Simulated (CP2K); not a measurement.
CdS (Hawleyite):

```xyz
2
Lattice="4.1246 0.0000 0.0000 2.0623 3.5720 0.0000 2.0623 1.1907 3.3677" Properties=species:S:1:pos:R:3 pbc="T T T"
Cd    0.0000    0.0000    0.0000
S     6.1868    3.5720    2.5258
```

Base run:

- Program: CP2K 2026.2
- Functional: PBE
- Potentials or basis: POTENTIAL_UZH Cd GTH-PBE-q12, S GTH-PBE-q6; TZVP-MOLOPT-PBE-GTH basis
- Density cutoff: 9184 eV
- k mesh: 8 × 8 × 8
- Occupations: fermi-dirac, width 0.05 eV
- Spin: no spin polarisation

Its results: band gap on the k mesh 1.14 eV, direct; pressure 3.4 GPa.

Question: The run is repeated on the same cell with these changes: functional from PBE to PBEsol. What comes out?

Answer: Band gap on the k mesh 0.98 eV, direct; pressure 0.6 GPa.

PBEsol binds more tightly than PBE, so the same cell stands under less pressure.

Caveats: the basis of atomic orbitals isn't converged, which shifts pressures, moduli and gaps; the potentials were made for another functional, which shifts forces and pressure (some runs).
